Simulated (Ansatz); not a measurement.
Born–Oppenheimer molecular dynamics of a periodic cell of 36 atoms, H₄CO (packed as 6 CH3OH, density as packed 0.79 g/cm³ with natural masses). It goes on from the last frame of an earlier run, with new velocities.

Method: DFT PBE-D3(BJ), scalar-relativistic, plane waves, PAW in Ansatz. Settings: accuracy low, cutoff 420 eV, k mesh 1x1x1, fermi-dirac smearing 0.02 eV, no spin polarisation.

| Item | Value |
| --- | --- |
| ensemble | NVE (velocity Verlet) |
| time step | 0.75 fs |
| steps asked | 400 |
| starting velocities drawn for | 500 K |
| seed | 168467 |

Frames 15 fs apart, positions in Å.

Velocities at 195.0 fs (Å/ps):

```
C -5.86 1.21 -3.44
O -3.76 -0.83 0.95
H -10.23 33.54 -39.35
H -34.45 3.22 -35.92
H -14.21 -1.55 -17.00
H 12.90 -9.60 10.01
C 1.32 -9.29 3.66
O 1.48 2.57 -0.77
H 0.41 13.90 0.53
H 9.85 -16.89 -8.34
H -5.04 -15.88 -5.06
H 6.76 0.46 -16.49
C 0.36 -2.10 -5.80
O 7.72 5.38 0.04
H 20.07 -24.58 -44.84
H -61.90 12.07 49.81
H -20.80 1.56 -24.95
H -9.78 6.25 -8.57
C -2.19 0.27 4.46
O 6.82 2.30 2.11
H -2.48 16.06 -23.60
H 32.87 21.68 -37.84
H -6.25 -7.16 40.00
H -7.17 -1.13 -8.06
C -1.66 2.00 8.27
O -4.67 -6.87 4.37
H 11.85 3.98 23.94
H 20.11 -1.67 -36.51
H 43.60 -31.84 13.17
H -2.73 -4.60 -10.36
C 4.24 1.72 3.33
O -1.53 0.81 -5.65
H 15.73 2.83 25.35
H -18.67 15.13 5.29
H -16.16 10.38 -22.61
H -15.15 -5.94 29.76
```

```xyz
36
Lattice="7.3803 0.0000 0.0000 0.0000 7.3803 0.0000 0.0000 0.0000 7.3803" Properties=species:S:1:pos:R:3 time_fs=195.0 energy_less_start_eV=0.101 T=478
C 4.814 3.249 1.525
O 5.631 2.087 1.225
H 5.364 4.105 2.066
H 6.286 2.220 0.516
H 4.281 3.518 0.605
H 4.026 2.915 2.216
C 5.649 3.630 5.525
O 6.282 2.314 5.920
H 4.460 3.327 5.606
H 5.996 1.678 5.196
H 5.906 4.509 6.224
H 5.986 3.891 4.505
C 1.191 4.384 4.421
O 0.455 4.642 3.197
H 0.726 4.872 5.321
H 0.382 5.629 3.197
H 1.163 3.319 4.541
H 2.208 4.734 4.333
C 3.008 0.685 5.078
O 2.008 0.416 5.937
H 3.598 1.644 5.305
H 2.357 0.480 6.861
H 3.852 -0.083 5.129
H 2.733 0.631 3.979
C 1.530 1.534 1.504
O 2.245 0.315 1.300
H 2.174 2.158 2.056
H 1.668 -0.462 1.302
H 1.212 1.979 0.519
H 0.633 1.293 2.177
C 5.173 7.016 2.876
O 5.760 8.114 3.581
H 5.535 7.063 1.913
H 5.705 8.824 2.796
H 5.551 6.062 3.330
H 4.039 6.963 2.970
36
Lattice="7.3803 0.0000 0.0000 0.0000 7.3803 0.0000 0.0000 0.0000 7.3803" Properties=species:S:1:pos:R:3 time_fs=210.0 energy_less_start_eV=0.074 T=484
C 4.722 3.240 1.433
O 5.573 2.141 1.228
H 5.367 4.122 1.529
H 5.598 1.958 0.245
H 3.942 3.366 0.627
H 4.162 3.170 2.393
C 5.647 3.485 5.534
O 6.299 2.357 5.910
H 4.548 3.528 5.538
H 6.223 1.646 5.271
H 6.037 4.157 6.257
H 5.976 3.850 4.507
C 1.228 4.318 4.317
O 0.524 4.810 3.178
H 0.852 4.698 5.190
H -0.333 5.131 3.482
H 1.252 3.215 4.447
H 2.294 4.590 4.287
C 3.110 0.689 5.035
O 2.021 0.467 6.032
H 3.374 1.754 5.040
H 2.324 0.479 6.995
H 4.013 0.057 5.163
H 2.611 0.413 4.087
C 1.519 1.484 1.610
O 2.231 0.219 1.384
H 2.164 2.130 2.309
H 1.502 -0.286 0.910
H 1.400 2.098 0.747
H 0.536 1.462 1.985
C 5.215 6.992 2.913
O 5.751 8.164 3.536
H 5.316 6.923 1.788
H 5.789 8.800 2.856
H 5.614 6.178 3.442
H 4.106 7.006 2.920
36
Lattice="7.3803 0.0000 0.0000 0.0000 7.3803 0.0000 0.0000 0.0000 7.3803" Properties=species:S:1:pos:R:3 time_fs=225.0 energy_less_start_eV=0.327 T=428
C 4.614 3.304 1.343
O 5.507 2.173 1.214
H 4.951 4.248 0.930
H 5.481 1.865 0.278
H 3.707 3.180 0.773
H 4.392 3.268 2.412
C 5.639 3.510 5.516
O 6.338 2.241 5.938
H 4.604 3.362 5.505
H 6.242 1.715 5.072
H 5.779 4.421 6.108
H 5.793 3.719 4.501
C 1.319 4.261 4.230
O 0.564 4.971 3.181
H 1.012 4.645 5.319
H -0.296 4.469 3.140
H 1.104 3.191 4.107
H 2.368 4.543 4.006
C 3.056 0.683 5.077
O 2.104 0.526 6.072
H 3.170 1.711 4.769
H 2.619 0.483 6.851
H 3.962 0.247 5.487
H 2.689 0.239 4.171
C 1.555 1.450 1.726
O 2.148 0.188 1.447
H 2.069 1.865 2.551
H 1.565 -0.508 1.177
H 1.611 2.084 0.786
H 0.506 1.215 2.027
C 5.223 6.963 2.956
O 5.758 8.203 3.474
H 5.715 6.838 1.939
H 5.930 8.819 2.640
H 5.650 6.058 3.511
H 4.154 6.910 2.934
36
Lattice="7.3803 0.0000 0.0000 0.0000 7.3803 0.0000 0.0000 0.0000 7.3803" Properties=species:S:1:pos:R:3 time_fs=240.0 energy_less_start_eV=0.109 T=477
C 4.479 3.308 1.268
O 5.425 2.252 1.168
H 4.889 4.139 0.632
H 5.989 2.242 0.355
H 3.479 2.927 1.011
H 4.455 3.794 2.245
C 5.628 3.370 5.485
O 6.304 2.267 5.903
H 4.432 3.308 5.715
H 6.221 1.515 5.334
H 6.122 4.106 6.174
H 5.993 3.694 4.474
C 1.398 4.256 4.065
O 0.584 5.062 3.242
H 1.219 4.599 5.126
H 0.366 4.510 2.466
H 1.139 3.191 4.039
H 2.474 4.367 3.875
C 3.061 0.679 5.072
O 2.113 0.579 6.168
H 3.122 1.739 4.679
H 2.427 0.420 7.140
H 4.153 0.485 5.163
H 2.740 -0.070 4.291
C 1.528 1.400 1.843
O 2.136 0.117 1.485
H 2.065 1.788 2.747
H 1.472 -0.520 1.817
H 1.677 2.068 0.985
H 0.408 1.357 2.094
C 5.341 6.937 2.983
O 5.762 8.217 3.406
H 5.810 6.565 2.110
H 5.550 8.742 2.657
H 5.516 6.261 3.830
H 4.165 6.947 2.878
36
Lattice="7.3803 0.0000 0.0000 0.0000 7.3803 0.0000 0.0000 0.0000 7.3803" Properties=species:S:1:pos:R:3 time_fs=255.0 energy_less_start_eV=-0.084 T=518
C 4.384 3.373 1.151
O 5.358 2.328 1.157
H 4.385 4.090 0.328
H 5.922 2.445 0.338
H 3.370 2.872 1.192
H 4.470 3.927 2.120
C 5.638 3.399 5.444
O 6.330 2.159 5.925
H 4.478 3.227 5.524
H 6.033 1.535 5.178
H 5.897 4.314 5.949
H 5.750 3.510 4.311
C 1.500 4.253 3.997
O 0.602 5.120 3.196
H 1.545 4.564 4.979
H 0.975 5.157 2.308
H 1.154 3.208 4.006
H 2.519 4.226 3.577
C 3.025 0.666 5.130
O 2.125 0.638 6.225
H 2.936 1.678 4.668
H 2.565 0.129 6.884
H 4.017 0.481 5.564
H 2.800 -0.139 4.380
C 1.526 1.318 1.950
O 2.059 0.061 1.554
H 2.041 1.813 2.835
H 2.000 -0.480 2.398
H 1.595 2.022 1.134
H 0.469 1.307 2.119
C 5.395 6.865 3.064
O 5.783 8.236 3.346
H 6.113 6.453 2.288
H 5.603 8.864 2.530
H 5.510 6.335 3.973
H 4.459 6.782 2.537
36
Lattice="7.3803 0.0000 0.0000 0.0000 7.3803 0.0000 0.0000 0.0000 7.3803" Properties=species:S:1:pos:R:3 time_fs=270.0 energy_less_start_eV=0.046 T=492
C 4.255 3.421 1.103
O 5.316 2.446 1.120
H 4.211 3.818 0.084
H 5.389 2.074 0.225
H 3.247 3.076 1.205
H 4.495 4.170 1.859
C 5.645 3.295 5.351
O 6.293 2.191 5.889
H 4.646 3.385 5.460
H 6.410 1.490 5.243
H 6.076 4.141 5.945
H 5.843 3.481 4.331
C 1.557 4.287 3.868
O 0.713 5.126 3.168
H 1.763 4.849 4.906
H 1.181 5.678 2.483
H 1.001 3.363 4.027
H 2.515 4.147 3.336
C 3.047 0.640 5.217
O 2.095 0.688 6.293
H 2.885 1.549 4.636
H 2.188 -0.032 6.938
H 4.084 0.555 5.516
H 2.746 -0.146 4.505
C 1.462 1.294 2.000
O 2.009 -0.042 1.700
H 2.075 1.639 2.749
H 2.623 -0.310 2.375
H 1.563 1.855 1.033
H 0.447 1.098 2.438
C 5.522 6.864 3.085
O 5.766 8.216 3.316
H 6.366 6.255 2.670
H 5.739 8.697 2.500
H 5.278 6.315 4.079
H 4.595 6.751 2.577
```

Of the whole run (300 fs, mean temperature of the second half 483 K): The conserved energy stayed within 0.36 meV per atom of its start (net change 0.059 meV per atom), so the integration is sound. A run of 0.3 ps of so small a system gives no equilibrium averages. Limits of this set-up: coarse k mesh, low accuracy level.

The run took 13 min on 1 thread of Intel(R) Xeon(R) Platinum 8259CL CPU @ 2.50GHz (Skylake/Cascade Lake), on a shared host, peak memory 0.49 GiB.
